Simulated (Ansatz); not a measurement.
Structure types of SnO$_{2}$ were relaxed at one common pressure (all-electron LAPW in Ansatz 0.2.0 under PBE, scalar-relativistic, no spin polarisation, zero temperature). They take these volumes:

```
    type  space group  V (Å³/atom)
  rutile     P4_2/mnm        11.25
fluorite        Fm-3m        10.21
```

**Question.** At about which pressure, and is the densest type also the lowest in enthalpy?

**Answer.** 25 GPa. The densest is fluorite, and it is 77 meV/atom above rutile: its gain in pV doesn't pay for its higher energy here.
